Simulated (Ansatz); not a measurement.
## A strain series on ZnSe (zincblende): uniaxial along x, other directions held

ZnSe in the zincblende structure, relaxed with r2SCAN in the plane-wave code Ansatz, then strained (uniaxial along x, other directions held; changes of length per length, axes as in the cell below) with the atoms relaxed again within the symmetry that is left. The symmetry is F-43m (No. 216, cubic); a = 5.665 Å in the conventional setting, 22.72 Å³ an atom. Around Zn lie 4 Se at 2.45 Å; around Se lie 4 Zn at 2.45 Å. No spin polarisation and no zero-point or thermal motion.

```
Zn Se
1.0
     0.00000    2.83242    2.83242
     2.83242    0.00000    2.83242
     2.83242    2.83242    0.00000
Zn Se
1 1
Cartesian
  0.0000 0.0000 0.0000
  1.4162 1.4162 1.4162
```

Gaps are the least over each mesh (PBE 8×8×8, r2SCAN 8×8×8, HSE06 6×6×6 when unstrained) and the special points, which keep their unstrained names; stress is the change from the unstrained cell, compression positive.

```csv
strain (%),"gap, PBE (eV)","gap, r2SCAN (eV)","gap, HSE06 (eV)","edges, HSE06","stress along the strain, r2SCAN (GPa)","energy rise, r2SCAN (meV/atom)"
-5.76,1.392,1.982,2.542,Γ,+5.55,22.4
-2.0,1.326,1.906,2.462,Γ,+1.85,2.7
-1.98,1.326,1.906,2.462,Γ,+1.83,2.6
0.0,1.294,1.869,2.422,Γ,0.00,0.0
```

The runs are scalar-relativistic, without spin-orbit coupling.

The meshes of the hybrids are coarse, so their gaps aren't converged to the digits shown.
